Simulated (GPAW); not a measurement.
# How the form of the self-energy moves the gap of Mg2Ge (Fm-3m)

Wanted: the gap of Mg2Ge (Fm-3m) under several approximations, with cost.

Method: LDA and many-body steps on it, plane waves, in GPAW 26.7.0.

The database entry behind the starting cell differs from later determinations by our own check (0.1 to 0.3 % short, probably kX units), so it need not match the best structure at ambient conditions.

## (1) Starting point

It takes space group Fm-3m (No. 225, cubic). The conventional cell has a = 6.378 Å, b = 6.378 Å, c = 6.378 Å, α = 90.00°, β = 90.00°, γ = 90.00°. Nearest to Mg lie 4 Ge at 2.76 Å. Nearest to Ge lie 8 Mg at 2.76 Å. Farther neighbours are not listed.

As a file:

```xyz
3
Lattice="0.0000 3.1890 3.1890 3.1890 0.0000 3.1890 3.1890 3.1890 0.0000" Properties=species:S:1:pos:R:3 pbc="T T T"
Mg    1.5945    1.5945    1.5945
Mg    4.7835    4.7835    4.7835
Ge    0.0000    0.0000    0.0000
```

The cell and positions come from the Crystallography Open Database and are kept as given unless a step says otherwise.

## (2) Empty states on the mesh, 4×4×4 mesh, 280 bands

This step: GPAW 26.7.0; DFT, LDA, plane waves, PAW.

The sums over transitions need many empty states on a uniform mesh; this step solves for them.

The input, run.py:

```python
import json
import numpy as np
from gpaw.mpi import world
from gpaw import GPAW

calc = GPAW('gs.gpw').fixed_density(kpts={'size': (4, 4, 4), 'gamma': True},
    parallel={'domain': 1, 'band': 1},
    txt='nscf.txt')
calc.diagonalize_full_hamiltonian(nbands=280)
calc.write('full.gpw', mode='all')
res = {}
kpts = calc.get_ibz_k_points()
res['kpts'] = kpts
res['eigenvalues'] = [calc.get_eigenvalues(kpt=k) for k in range(len(kpts))]
res['n_electrons'] = calc.get_number_of_electrons()

if world.rank == 0:
    with open('result.json', 'w') as f:
        json.dump(res, f, default=lambda x: x.tolist())
```

Started as:

```bash
$ mpirun -n 4 gpaw python run.py
```

Numbers of over 12 decimals in the logs are rounded to 6 here.

The program printed:

```text
Diagonalizing LCAO Hamiltonian
Converting LCAO to pw mode
convergence criteria:
- Maximum integral of absolute [eigenst]ate change: 4e-08 eV^2 / valence electron
maximum number of iterations: 100

SCF iterations
|iter     |     time |      energy | eigst |  dens |
|iter:   1|  |             | +0.42 |       |
|iter:   2|  |             | -1.84 |       |
|iter:   3|  |             | -3.34 |       |
|iter:   4|  |             | -5.00 |       |
|iter:   5|  |             | -6.32 |       |
|iter:   6|  |             | -7.69c|       |
SCF steps: 6
  __  _  _
 | _ |_)|_||  |
 |__||  | ||/\| - 26.7.0

Input parameters:
  mode=PW(ecut=450.000000),
  convergence={'density': 1e-06, 'bands': -3},
  gpts=array([24, 24, 24]),
  kpts=MonkhorstPack(size=(4, 4, 4), gamma=True),
  maxiter=100,
  nbands=19,
  occupations=Occupations(name='fermi-dirac', width=0.001, fixmagmom=False),
  parallel={'domain': 1, 'band': 1},
  xc=XC(name='LDA')
Matrix size: 1411x1411
# Writing to full.gpw (mode='all')
  [... matrices ...]

timing:  # [seconds]
  Total: 5.650  # ━━━━━━━━━━━━━━━━━━━━━━━━━━━━━━━━━━━━━━━━━━━━━━━━━━━━━━━━━━━
```

It took 11 s on 4 MPI ranks of Intel Xeon Platinum 8259CL at 2.50GHz (Skylake/Cascade Lake), shared host; peak memory 1.3 GiB; 45 s of CPU time.

This step gave:

```
gap                                                           : 0.1141 eV
k of the valence top                                          : 0, 0, 0
k of the conduction bottom                                    : 0.5, 0.5, 0
least direct gap                                              : 0.9275 eV
k points computed                                             : 8
lowest point of the top converged band, above the valence top : 136.8408 eV
```

On this mesh the gap is 0.114 eV.

## (3) G0W0, Godby-Needs plasmon pole

G0W0 replaces the xc potential by the self-energy, built once from these orbitals. Only a window of levels is corrected, while the sums run over the empty bands that the input names.

This step: G0W0 with a vertex from the rALDA kernel on LDA, plane waves, PAW.

The input, run.py:

```python
import json
import numpy as np
from gpaw.mpi import world
from gpaw.response.g0w0 import G0W0

gw = G0W0('full.gpw',
    filename='gw',
    kpts=[0, 5],
    bands=(10, 14),
    ecut=150,
    nbands=270,
    integrate_gamma='WS',
    ppa=True,
    xc='rALDA',
    fxc_mode=None,
    fxc_modes=['GWP', 'GWS', 'GWG'],
    do_GW_too=True)
gw.calculate()
res = {mode: {k: v for k, v in r.items() if k != 'sigma_eskwn'}
       for mode, r in gw.all_results.items()}

if world.rank == 0:
    with open('result.json', 'w') as f:
        json.dump(res, f, default=lambda x: x.tolist())
```

Started as:

```bash
$ mpirun -n 4 gpaw python run.py
```

The program printed:

```text
Using integrator: PointIntegrator
FrequencyGridDescriptor(from 0.000+0.000j to 0.000+27.211j eV, 2 points)
Nonperiodic BCs:  [False False False]
Using integrator: PointIntegrator
FrequencyGridDescriptor(from 0.000+0.000j to 0.000+27.211j eV, 2 points)
Nonperiodic BCs:  [False False False]
  ___  _ _ _
 |   || | | |
 | | || | | |
 |__ ||_____|
 |___|

BZ k-points: Symmetries present (total): 48

  [... matrices ...]
64 k-points: 4 x 4 x 4 Monkhorst-Pack grid + [1/8,1/8,1/8]
8 k-points in the irreducible part of the Brillouin zone
       k-points in crystal coordinates                weights
   0:     0.00000000    0.00000000    0.00000000          1/64
   1:     0.25000000    0.25000000    0.00000000          6/64
   2:     0.25000000    0.25000000    0.25000000          8/64
   3:     0.50000000    0.25000000   -0.25000000          6/64
   4:     0.50000000    0.25000000    0.25000000         12/64
   5:     0.50000000    0.50000000    0.00000000          3/64
   6:     0.50000000    0.50000000    0.25000000         24/64
   7:     0.50000000    0.50000000    0.50000000          4/64

Distributing spins, k-points and bands (1 x 2 x 4) over 4 processes
Number of blocks: 1

Quasi particle states:
k-points (IBZ indices): [0, 5]
Band range: (10, 14)
  [... matrices ...]
Computational parameters:
Plane wave cut-off: 150 eV
Number of bands: 270
Coulomb cutoff: None
Broadening: 0.1 eV

fxc modes: GW, GWG, GWP, GWS
Kernel: rALDA
Using Godby-Needs plasmon-pole approximation:
  Fitting energy: i*E0, E0 = 1.000 Hartree
Summing all q:

Calculating screened Coulomb potential
No Coulomb truncation
FrequencyGridDescriptor(from 0.000+0.000j to 0.000+27.211j eV, 2 points)
Removing empty qpoint cache files...

Calculating chi0 body with:
    Ground state adapter containing:
    Number of spins: 1
    Number of kpoints: 64
    Number of irreducible kpoints: 8
    Number of completely occupied states: 12
    Number of partially occupied states: 12
    Occupied states memory: 2.53125 M / cpu

    Linear response parametrization:
    q_c: [0.0, 0.0, 0.0]
    Number of frequency points: 2
    Planewave cutoff: 150.0
    Number of bands: 270
    Number of planewaves: 283
    Broadening (eta): 1e-06
    comm.size: 4
    kncomm.size: 4
    blockcomm.size: 1

    Memory estimate of potentially large arrays:
        chi0_wGG: 2.444122 M / cpu
Integrating chi0 body.

Symmetries of q_c:
    Direct symmetries (Uq -> q): 48
    Indirect symmetries (TUq -> q): 0
In total 48 allowed symmetries.

  [... matrices ...]
8 groups of equivalent kpoints. 87.5% reduction.

Integral kind: response function
Integrating chi0 head and wings.

Symmetries of q_c:
    Direct symmetries (Uq -> q): 48
    Indirect symmetries (TUq -> q): 0
In total 48 allowed symmetries.

  [... matrices ...]
8 groups of equivalent kpoints. 87.5% reduction.

Integral kind: response function wings
Calculating rALDA kernel at 150.0 eV cutoff
q point 0 complete
q point 1 complete
q point 2 complete
q point 3 complete
q point 4 complete
q point 5 complete
q point 6 complete
q point 7 complete

Calculating chi0 body with:
    Ground state adapter containing:
    Number of spins: 1
    Number of kpoints: 64
[... the further q-points ...]

Results:
f:      Occupation numbers
eps:     KS-eigenvalues [eV]
vxc:     KS vxc [eV]
exx:     Exact exchange [eV]
sigma:   Self-energies [eV]
dsigma:  Self-energy derivatives
Z:       Renormalization factors
qp:      QP-energies [eV]

k-point 0 (0): (0.000, 0.000, 0.000)                GWP
band       f     eps     vxc     exx   sigma  dsigma       Z      qp
                                                                  GWP
  10   1.000   4.334 -12.118 -13.069   0.451  -0.318   0.759   3.954
  11   1.000   4.334 -12.118 -13.069   0.451  -0.318   0.759   3.954
  12   0.000   5.261 -12.528  -8.254  -3.806  -0.304   0.767   5.621
  13   0.000   7.115 -10.413  -6.189  -4.275  -0.372   0.729   7.077
                                                                  GWS
  10   1.000   4.334 -12.118 -13.069   1.174  -0.268   0.789   4.509
  11   1.000   4.334 -12.118 -13.069   1.174  -0.268   0.789   4.509
[...]
GWG
[...]
GW
[...]
k-point 1 (5): (0.500, 0.500, 0.000)                GWP
band       f     eps     vxc     exx   sigma  dsigma       Z      qp
                                                                  GWP
[...]
GWS
[...]
GWG
[...]
GW
[...]
11   1.000   2.319 -11.236 -13.103   1.323  -0.323   0.756   1.908
  12   0.000   4.448  -8.559  -5.051  -3.493  -0.276   0.784   4.460
  13   0.000   4.790 -10.361  -6.619  -3.547  -0.288   0.776   4.942
```

Wall time 18 min (4 MPI ranks); peak memory 5.6 GiB; 70 min of CPU time.

Numbers from this step:

| Quantity | Value |
| --- | --- |
| gap with the vertex in the polarisability | 0.3677 eV |
| gap with the vertex in the self-energy | 0.5101 eV |
| gap with the vertex in both | 0.4620 eV |
| G0W0 gap on the points computed | 0.4225 eV |
| least direct G0W0 gap on the computed points | 1.728 eV |
| Z at the valence top | 0.7706 |
| Z at the conduction bottom | 0.7835 |
| starting gap on the mesh | 0.1141 eV |
| k of the valence top | 0, 0, 0 |
| k of the conduction bottom | 0.5, 0.5, 0 |

The gap on the mesh goes from 0.11 eV to 0.42 eV, a correction of +0.31 eV.

## (4) G0W0 with rALDA vertex

Edit run.py of step 3 so:

```diff
@@ -9,4 +9,4 @@
     bands=(10, 14),
-    ecut=150,
-    nbands=270,
+    ecut=90,
+    nbands=125,
     integrate_gamma='WS',
@@ -14,5 +14,3 @@
     xc='rALDA',
-    fxc_mode=None,
-    fxc_modes=['GWP', 'GWS', 'GWG'],
-    do_GW_too=True)
+    fxc_mode='GWG')
 gw.calculate()
```

Started as:

```bash
$ mpirun -n 4 gpaw python run.py
```

The program printed:

```text
Using integrator: PointIntegrator
FrequencyGridDescriptor(from 0.000+0.000j to 0.000+27.211j eV, 2 points)
Nonperiodic BCs:  [False False False]
Using integrator: PointIntegrator
FrequencyGridDescriptor(from 0.000+0.000j to 0.000+27.211j eV, 2 points)
Nonperiodic BCs:  [False False False]
  ___  _ _ _
 |   || | | |
 | | || | | |
 |__ ||_____|
 |___|

BZ k-points: Symmetries present (total): 48

  [... matrices ...]
64 k-points: 4 x 4 x 4 Monkhorst-Pack grid + [1/8,1/8,1/8]
8 k-points in the irreducible part of the Brillouin zone
       k-points in crystal coordinates                weights
   0:     0.00000000    0.00000000    0.00000000          1/64
   1:     0.25000000    0.25000000    0.00000000          6/64
   2:     0.25000000    0.25000000    0.25000000          8/64
[...]
6:     0.50000000    0.50000000    0.25000000         24/64
   7:     0.50000000    0.50000000    0.50000000          4/64

Distributing spins, k-points and bands (1 x 2 x 4) over 4 processes
Number of blocks: 1

Quasi particle states:
k-points (IBZ indices): [0, 5]
Band range: (10, 14)
  [... matrices ...]
Computational parameters:
Plane wave cut-off: 90 eV
Number of bands: 125
Coulomb cutoff: None
Broadening: 0.1 eV

fxc modes: GWG
Kernel: rALDA
Using Godby-Needs plasmon-pole approximation:
  Fitting energy: i*E0, E0 = 1.000 Hartree
Summing all q:

Calculating screened Coulomb potential
No Coulomb truncation
FrequencyGridDescriptor(from 0.000+0.000j to 0.000+27.211j eV, 2 points)
Removing empty qpoint cache files...

Calculating chi0 body with:
    Ground state adapter containing:
    Number of spins: 1
    Number of kpoints: 64
    Number of irreducible kpoints: 8
    Number of completely occupied states: 12
    Number of partially occupied states: 12
[...]
q_c: [0.0, 0.0, 0.0]
    Number of frequency points: 2
    Planewave cutoff: 90.0
    Number of bands: 125
    Number of planewaves: 137
    Broadening (eta): 1e-06
    comm.size: 4
    kncomm.size: 4
    blockcomm.size: 1

    Memory estimate of potentially large arrays:
        chi0_wGG: 0.572784 M / cpu
Integrating chi0 body.

Symmetries of q_c:
    Direct symmetries (Uq -> q): 48
    Indirect symmetries (TUq -> q): 0
In total 48 allowed symmetries.

  [... matrices ...]
8 groups of equivalent kpoints. 87.5% reduction.

Integral kind: response function
Integrating chi0 head and wings.

Symmetries of q_c:
    Direct symmetries (Uq -> q): 48
    Indirect symmetries (TUq -> q): 0
In total 48 allowed symmetries.

  [... matrices ...]
8 groups of equivalent kpoints. 87.5% reduction.

Integral kind: response function wings
Calculating rALDA kernel at 90.0 eV cutoff
q point 0 complete
q point 1 complete
q point 2 complete
[...]
q point 6 complete
q point 7 complete

Calculating chi0 body with:
    Ground state adapter containing:
    Number of spins: 1
    Number of kpoints: 64
[... the further q-points ...]

Results:
f:      Occupation numbers
eps:     KS-eigenvalues [eV]
vxc:     KS vxc [eV]
exx:     Exact exchange [eV]
sigma:   Self-energies [eV]
dsigma:  Self-energy derivatives
Z:       Renormalization factors
qp:      QP-energies [eV]

k-point 0 (0): (0.000, 0.000, 0.000)                GWG
band       f     eps     vxc     exx   sigma  dsigma       Z      qp
                                                                  GWG
  10   1.000   4.334 -12.118 -13.069   1.161  -0.283   0.779   4.497
  11   1.000   4.334 -12.118 -13.069   1.161  -0.283   0.779   4.497
  12   0.000   5.261 -12.528  -8.254  -3.111  -0.269   0.788   6.179
[...]
k-point 1 (5): (0.500, 0.500, 0.000)                GWG
band       f     eps     vxc     exx   sigma  dsigma       Z      qp
                                                                  GWG
[...]
12   0.000   4.448  -8.559  -5.051  -2.893  -0.254   0.797   4.938
  13   0.000   4.790 -10.361  -6.619  -2.957  -0.270   0.788   5.409
```

Elapsed: 2.9 min, on 4 MPI ranks; peak memory 3 GiB.

This step gave:

```
quasiparticle gap on the points computed              : 0.4405 eV
least direct quasiparticle gap on the computed points : 1.681 eV
Z at the valence top                                  : 0.7791
Z at the conduction bottom                            : 0.7972
starting gap on the mesh                              : 0.1141 eV
k of the valence top                                  : 0, 0, 0
k of the conduction bottom                            : 0.5, 0.5, 0
```

Against G0W0 in GPAW (4×4×4 mesh, 270 bands, screening to 150 eV, Godby-Needs plasmon pole), the gap moves by +0.018 eV.

## (5) Side by side

Times are wall times on 4 MPI ranks of Intel Xeon Platinum 8259CL at 2.50GHz (Skylake/Cascade Lake), shared host, good to a factor of about two.

```csv
run,mesh,bands,screening cutoff (eV),DFT gap (eV),gap on the mesh (eV),direct (eV),time
"G0W0, Godby-Needs plasmon pole",4×4×4,270,150,0.114,0.423,1.728,18 min
G0W0 with rALDA vertex,4×4×4,125,90,0.114,0.440,1.681,2.9 min
```

## (6) What came out

```
G0W0, Godby-Needs plasmon pole : 0.423 eV
G0W0 with rALDA vertex         : 0.440 eV
known limits                   : not at the basis limit; no spin-orbit coupling; coarse k mesh
```

**Reading.** G0W0 with rALDA vertex: +0.018 eV against G0W0, Godby-Needs plasmon pole, at other bands or cutoff, so not like for like. With the rALDA kernel as a vertex the gap is 0.37 eV (in the polarisability), 0.51 eV (in the self-energy) and 0.46 eV (in both), against 0.42 eV without. Bands and cutoff are finite, so the gap is not at the basis limit. The miss can reach some tenths of an eV and take either sign; the mesh is an error of its own. These stock PAW sets were not made for GW; the filled d or f shell of Ge lies in the frozen core, which bears on start and correction. In the G0W0 runs levels were corrected at 2 k points alone, so a gap called «on the mesh» is the least over those, and an edge elsewhere would be missed. The 4×4×4 mesh is coarse for this cell, which bears on the long-range parts of exchange and screening. The many-body steps are scalar-relativistic: spin-orbit coupling is not in them.

[Paths, hosts, dates, memory and timing lines, banners, echoed tables and standing remarks are left out of the program output.]

[Logs are printed without paths, hosts, clocks, repeated set-up lines and the standing remarks that a program may print on its own settings, such as how far it seeks lower states.]

[Runs of the session that timed out or met a known fault of the program may be left out.]

[Hosts, paths, dates, database ids (printed as entryN), source tags and the programs' standing remarks are cut or masked in the printed files.]
